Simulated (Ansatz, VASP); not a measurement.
Two plane-wave programs on Cu3Au (Auricupride)

```
Au Cu
1.0
     3.74000    0.00000    0.00000
     0.00000    3.74000    0.00000
     0.00000    0.00000    3.74000
Au Cu
1 3
Cartesian
  0.0000 0.0000 0.0000
  1.8700 1.8700 0.0000
  1.8700 0.0000 1.8700
  0.0000 1.8700 1.8700
```

Alike in both runs: task single point; functional PBE; k mesh 7 × 7 × 7; occupations gaussian, width 0.012 eV; no spin polarisation.

```csv
,VASP,Ansatz
version,VASP 6.6.1,Ansatz 0.2.0
potentials or method,"VASP PAW PBE potentials, release 64 (Au, Cu)",Ansatz PAW
plane-wave cutoff (eV),520,420
valence electrons in the cell,44,76
```

```tsv
	VASP	Ansatz	Ansatz less VASP
gap on the k mesh at the Fermi level (eV)	none	none	-
pressure (GPa)	5.3	5.0	-0.30
```

A gap of «none» marks a metal or a gap that the smearing closes. The functional is the same, so the differences come from potentials, cutoffs and numerics. The two sets of potentials don't hold the same shells in valence.

Spin-orbit coupling is left out, which matters for the levels of Au.
